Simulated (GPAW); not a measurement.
Runs of GPAW 26.7.0 on Fe. The structure is cubic, space group Im-3m (No. 229). Conventional cell: a = 2.886 Å, b = 2.886 Å, c = 2.886 Å, α = 90.00°, β = 90.00°, γ = 90.00°. Around Fe (site symmetry m-3m) lie 8 Fe at 2.50 Å. 

```tsv
task	level	potentials or basis	U	cell	k mesh	smearing	band path	band points	optimizer	fmax	max steps	gap on the mesh (eV)	pressure (GPa)	moment (μB)
band structure	LDA+U	the program's PAW data sets (release 1.2.1) made for this functional, pw	Fe d U = 5.3 eV	as given	10 × 10 × 10	fermi-dirac 0.05 eV	GHNGPH,PN	80	-	-	-	-	(c)	3.16
single point	PBE	GPAW PAW data sets (gpaw-data 1.2.1), pw	-	as given	13 × 13 × 13	gaussian 0.011 eV	-	-	-	-	-	none	-8.1	2.25
band structure	PBEsol	PAW data sets generated in the run's folder for this functional, pw	-	as given	13 × 13 × 13	fermi-dirac 0.05 eV	GHNGPH,PN	60	-	-	-	-	-16.0	2.26
band structure	r2SCAN	GPAW PAW data sets (gpaw-data 1.2.1), pw	-	as given	10 × 10 × 10	fermi-dirac 0.05 eV	GHNGPH,PN	100	-	-	-	-	-0.8	2.72
band structure	RPBE	the program's PAW data sets (release 1.2.1) made for this functional, pw	-	as given	13 × 13 × 13	fermi-dirac 0.05 eV	GHNGPH,PN	100	-	-	-	-	-1.3	(a)
relaxation of cell and atoms	PBEsol+D4	PAW data sets generated in the run's folder for this functional, pw	-	relaxed	13 × 13 × 13	fermi-dirac 0.05 eV	-	-	FIRE	0.05 eV/Å	60	none	0.6	(d)
band structure	PBEsol+U	PAW data sets generated in the run's folder for this functional, pw	Fe d U = 2 eV	as given	13 × 13 × 13	fermi-dirac 0.05 eV	GHNGPH,PN	60	-	-	-	-	-2.7	(b)
single point	PBE	GPAW PAW data sets (gpaw-data 1.2.1), pw	-	as given	13 × 13 × 13	gaussian 0.018 eV	-	-	-	-	-	none	-8.0	2.25
```

Alike in all rows: spin collinear, ferromagnetic start; cutoff (eV) 600.

Question: Estimate the missing entries.

Answer: (a) 2.30; (b) 2.69; (c) 9.3; (d) 2.05.

Caveats: the U is typed as a test and isn't derived for this compound (some runs); the PAW data sets were made with another functional, which shifts forces and pressure a little (some runs); each step starts from the last one's moments, so a moment once lost doesn't come back (some runs); later steps reuse the first step's grids (some runs); pairwise dispersion overbinds metals, which lowers pressure and volume (some runs).

A k mesh can miss the band edges.

A gap of «none» marks a metal or a gap under the smearing width.

Not every run made on this cell is shown here.
